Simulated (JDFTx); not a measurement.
## Rh under changes of volume

One of the cells (13.671 Å³/atom); the others are scaled copies at fixed shape and fractional positions:

```
Rh
1.0
     0.00000    1.89785    1.89785
     1.89785    0.00000    1.89785
     1.89785    1.89785    0.00000
Rh
1
Cartesian
  0.0000 0.0000 0.0000
```

```yaml
Program: JDFTx 1.7.0 (patched build)
Functional: LDA
Potentials_or_basis: PseudoDojo-SR-LDA-0.4.1-standard
Cutoff: 1197 eV
Density_cutoff: 4789 eV
k_mesh: 12 × 12 × 12
Occupations: fermi-dirac, width 0.05 eV
Spin: no spin polarisation
```

| volume (Å³/atom) | energy over the lowest point (meV/atom) | pressure (GPa) |
| --- | --- | --- |
| 12.851 | 11.14 | 10.2 |
| 13.125 | 0.00 | 2.8 |
| 13.398 | 0.77 | -3.7 |
| 13.671 | ? | ? |
| 13.945 | 32.51 | -14.5 |
| 14.218 | 61.14 | -19.0 |
| 14.492 | 96.92 | -22.9 |

Problem. What does the run at 13.671 Å³/atom give?

Solution. Energy over the lowest point 12.02 meV/atom; pressure -9.5 GPa.

Worked out: A Birch-Murnaghan fit of order 3 (a polynomial in V^(-2/3)) to the other rows has its minimum at 13.24 Å³/atom with B0 = V·E''(V) = 320 GPa and B' = 5.2. It gives 12.01 meV/atom at 13.671 Å³/atom, against the run's 12.02, and -dE/dV = -9.4 GPa, against -9.5.

Energies are extrapolated to zero smearing.
